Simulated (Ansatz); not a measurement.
## Si: what symmetry allows forces and stress to be

```
CELL_PARAMETERS angstrom
-0.27859 2.68759 4.83640
2.06255 0.00000 4.69107
2.34115 2.68759 -0.14534
ATOMIC_POSITIONS crystal
Si 0.75621 0.24379 0.75621
Si 0.32494 0.67506 0.32494
Si 0.77286 0.81704 0.14599
Si 0.14599 0.26411 0.77286
```

Theory: Ansatz, DFT PBEsol, scalar-relativistic, plane waves, PAW.

Plane waves to 420 eV, a k mesh through Γ of 12×12×12 on the computed 4-atom cell and Gaussian smearing (0.10 eV); no spin polarisation.

This distorted cell has space group C2, with 2 operations.

Task: Without a calculation: in which directions can each atom feel a force?

Result: A force must be left unchanged by every operation that keeps its atom in place, so it lies in the space that those operations leave fixed. Atoms that the group maps onto each other feel forces of one size.
```csv
atom,site symmetry,operations at the site,equivalent to atom,allowed force (Cartesian)
Si1,2,2,1,"along (0.00, 1.00, 0.00)"
Si2,2,2,2,"along (0.00, 1.00, 0.00)"
Si3,1,1,3,any direction
Si4,1,1,3,any direction
```

That leaves 5 independent force components of 12, tied by 1 condition that the forces sum to zero, so 4 remain. A relaxation in this cell that keeps the symmetry moves the atoms in these directions alone.

Task: And the stress tensor?

Result: It must be invariant under the point group, which leaves 4 independent components: yz, xy vanish.

Task: Do the computed values obey this?

Result: Yes. Forces (eV/Å):
```
Si1  0.000 -0.915  0.000
Si2  0.000 -0.910  0.000
Si3  1.748  0.912 -1.029
Si4 -1.748  0.912  1.029
```

Stress (GPa, compression positive, xx yy zz yz xz xy): 14.33 3.19 6.54 0.00 7.24 0.00. The program imposes the same operations on density, forces and stress, so this confirms the analysis and is no independent test of the calculation.

This form isn't the element's structure at ambient conditions.